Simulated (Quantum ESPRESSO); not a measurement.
Input of a Quantum ESPRESSO 7.5 run:

pw.in

```
&CONTROL
  calculation = 'scf'
  prefix = 'pwscf'
  outdir = './tmp'
  pseudo_dir = './pseudo'
  tprnfor = .true.
  tstress = .true.
  disk_io = 'low'
/
&SYSTEM
  ibrav = 0
  nat = 2
  ntyp = 2
  ecutwfc = 92
  nbnd = 20
  occupations = 'smearing'
  smearing = 'fd'
  degauss = 0.00367493
/
&ELECTRONS
  conv_thr = 4d-10
  electron_maxstep = 120
  mixing_beta = 0.5
/
ATOMIC_SPECIES
I    126.9045 I.upf
Cu    63.5460 Cu.upf
CELL_PARAMETERS angstrom
   0.0000000000    3.0315000000    3.0315000000
   3.0315000000    0.0000000000    3.0315000000
   3.0315000000    3.0315000000    0.0000000000
ATOMIC_POSITIONS crystal
I      0.0000000000    0.0000000000    0.0000000000
Cu     0.7500000000    0.7500000000    0.7500000000
K_POINTS automatic
8 8 8 0 0 0
```

bands.in

```
&CONTROL
  calculation = 'bands'
  prefix = 'pwscf'
  outdir = './tmp'
  pseudo_dir = './pseudo'
  disk_io = 'low'
  verbosity = 'high'
/
&SYSTEM
  ibrav = 0
  nat = 2
  ntyp = 2
  ecutwfc = 92
  nbnd = 20
  occupations = 'smearing'
  smearing = 'fd'
  degauss = 0.00367493
/
&ELECTRONS
  conv_thr = 1d-08
  electron_maxstep = 120
  mixing_beta = 0.5
  diago_full_acc = .true.
  startingwfc = 'random'
/
ATOMIC_SPECIES
I    126.9045 I.upf
Cu    63.5460 Cu.upf
CELL_PARAMETERS angstrom
   0.0000000000    3.0315000000    3.0315000000
   3.0315000000    0.0000000000    3.0315000000
   3.0315000000    3.0315000000    0.0000000000
ATOMIC_POSITIONS crystal
I      0.0000000000    0.0000000000    0.0000000000
Cu     0.7500000000    0.7500000000    0.7500000000
K_POINTS crystal
60
 0.0000000000  0.0000000000  0.0000000000 1
 0.0625000000  0.0000000000  0.0625000000 1
 0.1250000000  0.0000000000  0.1250000000 1
 0.1875000000  0.0000000000  0.1875000000 1
 0.2500000000  0.0000000000  0.2500000000 1
 0.3125000000  0.0000000000  0.3125000000 1
 0.3750000000  0.0000000000  0.3750000000 1
 0.4375000000  0.0000000000  0.4375000000 1
 0.5000000000  0.0000000000  0.5000000000 1
 0.5000000000  0.0625000000  0.5625000000 1
 0.5000000000  0.1250000000  0.6250000000 1
 0.5000000000  0.1875000000  0.6875000000 1
 0.5000000000  0.2500000000  0.7500000000 1
 0.4375000000  0.3125000000  0.7500000000 1
 0.3750000000  0.3750000000  0.7500000000 1
 0.3375000000  0.3375000000  0.6750000000 1
 0.3000000000  0.3000000000  0.6000000000 1
 0.2625000000  0.2625000000  0.5250000000 1
 0.2250000000  0.2250000000  0.4500000000 1
 0.1875000000  0.1875000000  0.3750000000 1
 0.1500000000  0.1500000000  0.3000000000 1
 0.1125000000  0.1125000000  0.2250000000 1
 0.0750000000  0.0750000000  0.1500000000 1
 0.0375000000  0.0375000000  0.0750000000 1
 0.0000000000  0.0000000000  0.0000000000 1
 0.0625000000  0.0625000000  0.0625000000 1
 0.1250000000  0.1250000000  0.1250000000 1
 0.1875000000  0.1875000000  0.1875000000 1
 0.2500000000  0.2500000000  0.2500000000 1
 0.3125000000  0.3125000000  0.3125000000 1
 0.3750000000  0.3750000000  0.3750000000 1
 0.4375000000  0.4375000000  0.4375000000 1
 0.5000000000  0.5000000000  0.5000000000 1
 0.5250000000  0.4500000000  0.5250000000 1
 0.5500000000  0.4000000000  0.5500000000 1
 0.5750000000  0.3500000000  0.5750000000 1
 0.6000000000  0.3000000000  0.6000000000 1
 0.6250000000  0.2500000000  0.6250000000 1
 0.5833333333  0.2500000000  0.6666666667 1
 0.5416666667  0.2500000000  0.7083333333 1
 0.5000000000  0.2500000000  0.7500000000 1
 0.5000000000  0.2857142857  0.7142857143 1
 0.5000000000  0.3214285714  0.6785714286 1
 0.5000000000  0.3571428571  0.6428571429 1
 0.5000000000  0.3928571429  0.6071428571 1
 0.5000000000  0.4285714286  0.5714285714 1
 0.5000000000  0.4642857143  0.5357142857 1
 0.5000000000  0.5000000000  0.5000000000 1
 0.4821428571  0.4821428571  0.5357142857 1
 0.4642857143  0.4642857143  0.5714285714 1
 0.4464285714  0.4464285714  0.6071428571 1
 0.4285714286  0.4285714286  0.6428571429 1
 0.4107142857  0.4107142857  0.6785714286 1
 0.3928571429  0.3928571429  0.7142857143 1
 0.3750000000  0.3750000000  0.7500000000 1
 0.6250000000  0.2500000000  0.6250000000 1
 0.5937500000  0.1875000000  0.5937500000 1
 0.5625000000  0.1250000000  0.5625000000 1
 0.5312500000  0.0625000000  0.5312500000 1
 0.5000000000  0.0000000000  0.5000000000 1
```

Potentials or basis: Ansatz NC SR PBE.

Run with:

```bash
$ OMP_NUM_THREADS=1 pw.x -in pw.in > pw.out
$ OMP_NUM_THREADS=1 pw.x -in bands.in > bands.out
```

(1) Estimate the band gap along the path.

(2) Predict the band gap on the k mesh.

(3) What does it give for the pressure?

Results:

(1) 1.14 eV, direct.

(2) 1.14 eV, direct.

(3) 0.3 GPa.

Caveat: spin-orbit coupling is left out, which moves the levels of the heavy elements.
